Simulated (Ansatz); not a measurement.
Relaxed LaAlO3 (R-3c-perovskite type, space group R-3c):

```xyz
10
Lattice="2.7062 1.5624 4.3975 -2.7062 1.5624 4.3975 0.0000 -3.1249 4.3975" Properties=species:S:1:pos:R:3 pbc="T T T"
La     0.0000     0.0000     3.2981
La     0.0000     0.0000     9.8944
Al     0.0000     0.0000     0.0000
Al     0.0000     0.0000     6.5963
O      0.2094     1.5624     7.6956
O     -1.4578    -0.5998     7.6956
O      1.2484    -0.9626     7.6956
O     -0.2094    -1.5624     5.4969
O      1.4578     0.5998     5.4969
O     -1.2484     0.9626     5.4969
```

The atoms are displaced by Q × the pattern below (from a DFPT mode at Γ, largest move 1; Q in Å), at fixed cell.

```csv
atom,x,y,z
Al3,0.000,0.000,-1.000
Al4,0.000,0.000,1.000
O5,0.106,0.000,0.000
O6,-0.053,0.091,0.000
O7,-0.053,-0.091,0.000
O8,0.106,0.000,0.000
O9,-0.053,0.091,0.000
O10,-0.053,-0.091,0.000
```

Atoms not listed stay in place.

Level of theory: PBE (plane waves to 420 eV, PAW, scalar-relativistic; Ansatz, a first-principles code). k mesh 8×8×8 (Γ-centred), Fermi-Dirac smearing 0.05 eV. LaAlO3 is run without spin polarisation. LaAlO3 was relaxed with its symmetry unable to fall. The PAW data are Ansatz's earlier set. 

| Q (Å) | −dE/dQ from forces (eV/Å) |
|---|---|
| -0.100 | 4.471 |
| -0.083 | 3.729 |
| -0.067 | 2.986 |
| -0.050 | 2.241 |
| -0.033 | 1.494 |
| -0.017 | 0.748 |
| 0.000 | 0.000 |
| 0.017 | -0.748 |
| 0.033 | -1.494 |
| 0.050 | -2.241 |
| 0.067 | -2.986 |
| 0.083 | -3.729 |
| 0.100 | -4.471 |

Problem. What harmonic wavenumber does the curvature at Q = 0 give?

Solution. 471 cm⁻¹. E″ = 44.85 eV/Å², M = Σ mᵢ|uᵢ|² = 55.0 u, ν̃ = 521.5·√(|E″|/M).

(For displaced atoms, the force is minus the slope of the energy, and its curvature is a force constant, which sets phonon frequencies.)
